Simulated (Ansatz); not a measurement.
LiNbO₃ at a changed volume — quadrupolar parameters

The cell is an entry of the Crystallography Open Database (COD), relaxed with PBE at fixed cell and then changed (volume scaled by 0.94, ions relaxed).

Space group R-3c:H (No. 167); a = 5.0329, c = 13.2231 Å, γ = 120.00°.

| site | Wyckoff | site symmetry | x | y | z |
| --- | --- | --- | --- | --- | --- |
| Li | 6a | 32 | 0.0000 | 0.0000 | 0.2500 |
| Nb | 6b | -3. | 0.0000 | 0.0000 | 0.0000 |
| O | 18e | .2 | 0.0293 | 0.3333 | 0.0833 |

One atom of each set is listed; the run and its k-mesh use a cell of 10 atoms with edges of 5.28, 5.28, 5.28 Å.

All values are calculated (Ansatz; DFT, PBE, plane waves and PAW, scalar-relativistic, 420 eV cutoff, Γ-centred 7×7×7 k-points, Fermi–Dirac smearing 0.02 eV), not measured.

Conventions: |V_zz| ≥ |V_yy| ≥ |V_xx|, η = (V_xx − V_yy)/V_zz, C_Q = eQV_zz/h.

⁷Li: I = 3/2, Q = -40.10 mb; 93Nb: I = 9/2, Q = -320.0 mb; ¹⁷O: I = 5/2, Q = -25.58 mb. Quadrupole moments are those of Pyykkö's year-2017 table.

```tsv
site	atoms	first shell	V_xx, V_yy, V_zz (10²¹ V/m²)	η	C_Q (MHz)
Li	2	3 O at 1.82 Å; also 6 O at 2.73 Å	-0.15, -0.15, 0.30	0.00	-0.287
Nb	2	6 O at 1.95 Å	-0.54, -0.54, 1.08	0.00	-8.32
O	6	1 Li at 1.82 Å, 2 Nb at 1.95 Å; also 2 Li at 2.73 Å	0.15, 0.50, -0.64	0.55	0.397
```

An axis of threefold or higher order runs through Li and Nb, so V_zz lies along it and η is zero. At O V_zz points along its shortest bond, to Li (within 1°).

This high-symmetry form of LiNbO3 is unstable when cold, to polar shifts of Li and Nb. The symmetry of the cell holds that distortion back, wholly or in part, and it would change the field gradients, the more the larger the distortion. Without spin–orbit coupling (the program notes it for Nb) the gradients are little affected as a rule: paired runs on crystals with a gap mostly move them by under 2 % at such atoms. With these PAW files V_zz is typically within 2 to 3 % of all-electron values, but misses above 10 % occur on Li. At this changed cell the PBE pressure is 22 GPa.

The relaxation (4 steps) took 12 s of wall time (42 s of CPU time) and 0.55 GiB at its peak, on 4 threads of Arm Neoverse V1 (aarch64; 8 cores open to the job, memory cap 8.0 GiB, no GPU), a shared host with a load of 0.3 a core.
